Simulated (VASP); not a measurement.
The system is Ca.

```
Ca
1.0
    -2.24000    2.24000    2.24000
     2.24000   -2.24000    2.24000
     2.24000    2.24000   -2.24000
Ca
1
Cartesian
  0.0000 0.0000 0.0000
```

This isn't the form of Ca at room conditions, which is fcc.

```yaml
Program: VASP 6.6.1
Task: relaxation of cell and atoms
Functional: BLYP
Dispersion: D4
Potentials_or_basis: VASP PAW PBE potentials, release 64 (Ca_sv)
Cutoff: 600 eV
k_mesh: 8 × 8 × 8
Occupations: fermi-dirac, width 0.05 eV
Spin: no spin polarisation
```

At the start: pressure -1.8 GPa; volume 44.96 Å³/atom.

Q: How do energy, volume and symmetry change on relaxing?

A: Over 14 steps the energy falls by 34.6 meV/atom and the volume is 40.02 Å³/atom (-11.0 %); space group Im-3m (No. 229, to 0.05 Å).

Step by step:
| step | energy change (eV) | largest force (eV/Å) | pressure (GPa) | volume (Å³) |
| --- | --- | --- | --- | --- |
| 1 | 0.0000 | 0.0000 | -1.82 | 44.96 |
| 2 | -0.0281 | 0.0000 | -0.93 | 41.72 |
| 3 | 0.1520 | 0.0000 | 0.65 | 39.38 |
| 4 | -0.0341 | 0.0000 | -0.42 | 40.30 |
| 5 | -0.0289 | 0.0000 | 52.23 | 39.93 |
| 6 | -0.0343 | 0.0000 | -0.39 | 40.21 |
| 7 | -0.0346 | 0.0000 | -0.31 | 40.07 |
| 8 | -0.0346 | 0.0000 | 1.26 | 39.99 |
| 9 | -0.0346 | 0.0000 | -0.28 | 40.05 |
| 10 | -0.0346 | 0.0000 | -0.23 | 40.04 |
| 11 | -0.0346 | 0.0000 | 0.31 | 40.01 |
| 12 | -0.0346 | 0.0000 | -0.11 | 40.03 |
| 13 | -0.0346 | 0.0000 | 0.04 | 40.02 |
| 14 | -0.0346 | 0.0000 | -0.01 | 40.02 |

Final structure:
```
Ca
1.0
    -2.15482    2.15482    2.15482
     2.15482   -2.15482    2.15482
     2.15482    2.15482   -2.15482
Ca
1
Direct
  0.00000 0.00000 0.00000
```

Caveat: the PAW data sets were made with another functional, which shifts forces and pressure a little; pairwise dispersion overbinds metals, which lowers pressure and volume.
